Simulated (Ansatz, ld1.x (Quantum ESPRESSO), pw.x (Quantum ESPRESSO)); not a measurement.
From atom to crystal: PAW potential for Tc

```
Element                 : technetium (Tc)
Generator               : ld1.x (Quantum ESPRESSO) 7.5
Type                    : PAW
Functional              : PBE
Relativity              : scalar-relativistic
Frozen core             : [Kr]
Valence charge          : 7
Reference configuration : 4d5 5s0.5 5p0 (charge +1.5)
Partial waves           : 5s (bound): rcut 2.75, rcutus 2.95 bohr; 5s channel at -0.75 Ry: rcut 2.75, rcutus 2.95 bohr; 5p (bound, empty): rcut 1.95, rcutus 2.60 bohr; 5p channel at 2.05 Ry: rcut 1.95, rcutus 2.60 bohr; 4d (bound): rcut 2.00, rcutus 2.65 bohr; 4d channel at 0.15 Ry: rcut 2.00, rcutus 2.65 bohr
Local potential         : all-electron potential smoothed inside 2.65 bohr (lloc = -1)
Core correction         : Bessel-smoothed model core, default radius (core density twice the valence density)
Augmentation charge     : BESSEL, radius 2.00 bohr
```

Crystal test: bcc Tc in pw.x 7.5, no spin, 15³ k-points, Fermi–Dirac smearing 0.01 Ry, cutoffs 40/320 Ry. The reference is all-electron LAPW (Ansatz 0.2.0) with the same functional, mesh and smearing; V0 and B0 come from Birch–Murnaghan fits to the pressures at five volumes. Errors are pseudo minus all-electron; Δ is the rms difference of the E(V) curves that follow from these fits, minima aligned, over ±6 % about the mean V0. Mesh and smearing are coarse, so the numbers serve the comparison and aren't converged zero-temperature values; the lattice is a test structure that the element need not adopt.

```json
{"V (Å³/atom)": "13.899", "P all-electron (GPa)": "17.20", "P pseudo (GPa)": "21.98"}
{"V (Å³/atom)": "14.265", "P all-electron (GPa)": "8.23", "P pseudo (GPa)": "12.34"}
{"V (Å³/atom)": "14.631", "P all-electron (GPa)": "0.42", "P pseudo (GPa)": "3.96"}
{"V (Å³/atom)": "14.997", "P all-electron (GPa)": "-6.37", "P pseudo (GPa)": "-3.33"}
{"V (Å³/atom)": "15.363", "P all-electron (GPa)": "-12.28", "P pseudo (GPa)": "-9.65"}
```

All-electron: a0 = 3.083 Å (V0 = 14.65 Å³/atom), B0 = 289.0 GPa.

Pseudopotential: mean pressure error (GPa): +3.62; a0 (Å): 3.095; a0 error (%): +0.39; B0 error (%): +1.7; Δ (meV/atom): 11.1. The largest radius (2.95 bohr) exceeds half the bond length (2.52 bohr), so the spheres overlap, which is one possible source of error among others.

Task: At the middle volume, how do free energy and pressure move when the wave cutoff is lowered (ecutrho held at 320 Ry)?

Result:

| cutoff (Ry) | shift of F (meV/atom) | shift of P (GPa) |
| --- | --- | --- |
| 18 | +549.7 | -4.15 |
| 24 | +43.9 | -2.76 |
| 32 | +14.3 | -0.28 |

The run at the middle volume (120 k-points, 12 iterations) took about 14 s on one core of a shared host (Neoverse-V2, 96 threads, 742 GiB, load 54).
